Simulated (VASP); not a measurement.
Output of a VASP run:

File OSZICAR:
```
       N       E                     dE             d eps       ncg     rms          rms(c)
DAV:   1     0.175881608778E+03    0.17588E+03   -0.17061E+04  2560   0.134E+03
DAV:   2    -0.266633793659E+02   -0.20254E+03   -0.19631E+03  3080   0.315E+02
DAV:   3    -0.346911976959E+02   -0.80278E+01   -0.80067E+01  2832   0.660E+01
DAV:   4    -0.347392973775E+02   -0.48100E-01   -0.48084E-01  2744   0.585E+00
DAV:   5    -0.347395995435E+02   -0.30217E-03   -0.30215E-03  2776   0.464E-01    0.888E+00
RMM:   6    -0.325690690570E+02    0.21705E+01   -0.82790E+00  2400   0.205E+01    0.283E+00
RMM:   7    -0.326091501291E+02   -0.40081E-01   -0.58259E-01  2400   0.467E+00    0.196E+00
RMM:   8    -0.326214433837E+02   -0.12293E-01   -0.78314E-02  2400   0.314E+00    0.335E-01
RMM:   9    -0.326202225434E+02    0.12208E-02   -0.59564E-03  2400   0.651E-01    0.200E-01
RMM:  10    -0.326216114888E+02   -0.13889E-02   -0.19436E-02  2400   0.100E+00    0.247E-01
RMM:  11    -0.326205706880E+02    0.10408E-02   -0.21179E-03  2400   0.352E-01    0.806E-02
RMM:  12    -0.326205219128E+02    0.48775E-04   -0.70791E-04  2400   0.212E-01    0.102E-02
RMM:  13    -0.326205257296E+02   -0.38167E-05   -0.30213E-05  1679   0.428E-02
   1 F= -.32620526E+02 E0= -.32620526E+02  d E =-.326205E+02
```

**OUTCAR**
```
------------------------ aborting loop because EDIFF is reached ----------------------------------------
  FORCE on cell =-STRESS in cart. coord.  units (eV):
  Direction    XX          YY          ZZ          XY          YZ          ZX
  --------------------------------------------------------------------------------------
  Total       -1.1227460     -1.1227460     -1.0842684      0.0000000      0.0000000      0.0000000
  in kB      -27.5189405    -27.5189405    -26.5758397      0.0000000      0.0000000      0.0000000
  external PRESSURE =     -27.2045736 kB  Pullay stress =       0.0000000 kB
  volume of cell :       65.37
      direct lattice vectors                 reciprocal lattice vectors
     4.625921070  0.000000000  0.000000000     0.216173165  0.000000000  0.000000000
     0.000000000  4.625921070  0.000000000     0.000000000  0.216173165  0.000000000
     0.000000000  0.000000000  3.054667621     0.000000000  0.000000000  0.327367859
 POSITION                                       TOTAL-FORCE (eV/Angst)
 -----------------------------------------------------------------------------------
      0.00000      0.00000      0.00000        -0.000000      0.000000     -0.000000
      2.31296      2.31296      1.52733        -0.000000      0.000000     -0.000000
      1.40165      1.40165      0.00000         0.014943      0.014943     -0.000000
      3.71461      0.91131      1.52733         0.014943     -0.014943      0.000000
      0.91131      3.71461      1.52733        -0.014943      0.014943     -0.000000
      3.22427      3.22427      0.00000        -0.014943     -0.014943      0.000000
 -----------------------------------------------------------------------------------
    total drift:                                0.000000      0.000000      0.000000
  FREE ENERGIE OF THE ION-ELECTRON SYSTEM (eV)
  ---------------------------------------------------
  free  energy   TOTEN  =       -32.6205257296 eV

  energy  without entropy=      -32.6205257295  energy(sigma->0) =      -32.62052573

 reached required accuracy - stopping structural energy minimisation
```
(Selected blocks of OUTCAR.)

### POSCAR
```
MgF2
1
    4.6259210695     0.0000000000     0.0000000000
    0.0000000000     4.6259210695     0.0000000000
    0.0000000000     0.0000000000     3.0546676211
Mg F
2 4
Direct
  0.0000000000   0.0000000000   0.0000000000
  0.5000000000   0.5000000000   0.5000000000
  0.3030000000   0.3030000000   0.0000000000
  0.8030000000   0.1970000000   0.5000000000
  0.1970000000   0.8030000000   0.5000000000
  0.6970000000   0.6970000000   0.0000000000
```

### Question
Write an INCAR and KPOINTS that could have produced this output.

### Answer
Several could match; the one computed here: the input of the run itself, PBEsol GGA, plane waves, VASP's PBE PAW potentials (set 64).

**INCAR**
```
# general
SYSTEM = MgF2
PREC   = Normal
ENCUT  = 450
LREAL  = .False.   # projection in real space or not
LASPH  = .True.   # aspherical one-centre terms

# electronic loop
EDIFF  = 1E-5   # SCF stop (eV)
NELM   = 100
NELMIN = 4
ALGO   = Fast

# smearing
ISMEAR = 0
SIGMA  = 0.05

# functional
GGA    = PS   # PBEsol

# ions
IBRION = 2
NSW    = 20   # most ionic steps
ISIF   = 2   # forces and stress, cell fixed
EDIFFG = -0.03

# output
LWAVE  = .False.
LCHARG = .False.
```

KPOINTS:
```
Regular mesh
0
gamma
7 7 10
```

POTCAR, in this order: Mg F (PBE.64 set). Program: vasp_std.

At this cut-off the stress carries a Pulay error, which pulls relaxed volumes low.

The compound is MgF2 in the rutile structure. It was relaxed first.
